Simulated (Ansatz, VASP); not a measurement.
Two plane-wave programs on PbI2

```
Pb I
1.0
     4.58517    0.00000    0.00000
    -2.29258    3.97087    0.00000
     0.00000    0.00000    7.02321
Pb I
1 2
Cartesian
  0.0000 0.0000 0.0000
  2.2926 1.3236 5.1621
  0.0000 2.6472 1.8611
```

Change from the starting cell: volume scaled by 1.02.

Alike in both runs: task single point; functional PBEsol; k mesh 7 × 7 × 4; occupations fermi-dirac, width 0.05 eV; no spin polarisation.

```csv
,VASP,Ansatz
version,VASP 6.6.1,Ansatz 0.2.0
potentials or method,"VASP PAW PBE potentials, release 64 (Pb_d, I)",Ansatz PAW
plane-wave cutoff (eV),520,420
valence electrons in the cell,28,48
```

Ansatz gave:

```
gap on the k mesh at the Fermi level (eV)       : 2.14
least direct gap on the mesh (eV)               : 2.14
pressure (GPa)                                  : -0.5
largest component of the traceless stress (GPa) : 0.09
rms of the force components (eV/Å)              : 0.041
```

Estimate VASP's values.

gap on the k mesh at the Fermi level (eV): 2.13; least direct gap on the mesh (eV): 2.13; pressure (GPa): -0.5; largest component of the traceless stress (GPa): 0.10; rms of the force components (eV/Å): 0.040.

Atom by atom the forces differ by 0.001 eV/Å (rms over components). The two sets of potentials don't hold the same shells in valence.

Caveats: spin-orbit coupling is left out, which as a rule narrows the gap of such compounds by several tenths of an eV; this functional lacks dispersion, which binds the layers, so the pressure and a relaxed spacing across them are unreliable; the PAW data sets were made with another functional, which shifts forces and pressure a little (VASP); an odd mesh through Γ misses points on the zone boundary, where band edges often lie (VASP); odd divisions of the mesh miss points on the zone boundary, where band edges often lie, so the gap on the mesh can be too wide (Ansatz); the PAW data sets come from PBE, with cores solved anew for the run's functional, which leaves a small shift of forces and pressure (Ansatz).
